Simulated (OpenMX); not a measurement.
Wanted: the native input for an OpenMX 3.8.5 run.

| Property | Result |
| --- | --- |
| Task | single point |
| Functional | PBE |
| Potentials or basis | OpenMX 2013 PBE set, Tc7.0-s3p2d2, grid cutoff 400 Ry |
| k mesh | 9 × 9 × 5 |
| Occupations | fermi-dirac, width 0.05 eV |
| Spin | no spin polarisation |
| Mixing scheme | rmm-diisk |
| SCF threshold | 1e-08 Ha |
| Solver | band |
| Max SCF cycles | 100 |

Tc:

```
CELL_PARAMETERS angstrom
2.74000 0.00000 0.00000
-1.37000 2.37291 0.00000
0.00000 0.00000 4.39800
ATOMIC_POSITIONS crystal
Tc 0.66667 0.33333 0.75000
Tc 0.33333 0.66667 0.25000
```

One way to write it, as run:

Tc.dat

```
System.CurrrentDirectory             ./
System.Name                          Tc
DATA.PATH                            ./DFT_DATA13
level.of.stdout                      1
level.of.fileout                     0
Species.Number                       1
<Definition.of.Atomic.Species
  Tc  Tc7.0-s3p2d2           Tc_PBE13
Definition.of.Atomic.Species>

Atoms.Number                         2
Atoms.SpeciesAndCoordinates.Unit     FRAC
<Atoms.SpeciesAndCoordinates
    1  Tc    0.6666666667    0.3333333333    0.7500000000   7.500  7.500
    2  Tc    0.3333333333    0.6666666667    0.2500000000   7.500  7.500
Atoms.SpeciesAndCoordinates>

Atoms.UnitVectors.Unit               Ang
<Atoms.UnitVectors
     2.7400000000    0.0000000000    0.0000000000
    -1.3700000000    2.3729096064    0.0000000000
     0.0000000000    0.0000000000    4.3980000000
Atoms.UnitVectors>

scf.XcType                           GGA-PBE
scf.SpinPolarization                 off
scf.ElectronicTemperature            580.226
scf.energycutoff                     400.0
scf.maxIter                          100
scf.EigenvalueSolver                 band
scf.Kgrid                            9 9 5
scf.Mixing.Type                      rmm-diisk
scf.Init.Mixing.Weight               0.05
scf.Min.Mixing.Weight                0.001
scf.Max.Mixing.Weight                0.3
scf.Mixing.History                   25
scf.Mixing.StartPulay                8
scf.criterion                        1.0e-8
scf.stress.tensor                    on
MD.Type                              nomd
```

Potentials or basis: OpenMX 2013 PBE set, Tc7.0-s3p2d2, grid cutoff 400 Ry.

Command:

```console
$ openmx Tc.dat -nt 1 > Tc.std
```

It gave:

```
Pressure               : 10.6 GPa
Largest force          : 0.022 eV/Å
Band gap on the k mesh : none (metal or under the smearing width)
```

Caveat: the basis of atomic orbitals isn't converged, which shifts pressures, moduli and gaps.

Run time: 120 s on 1 thread of Arm Neoverse V1 (shared host), peak memory 0.66 GiB.
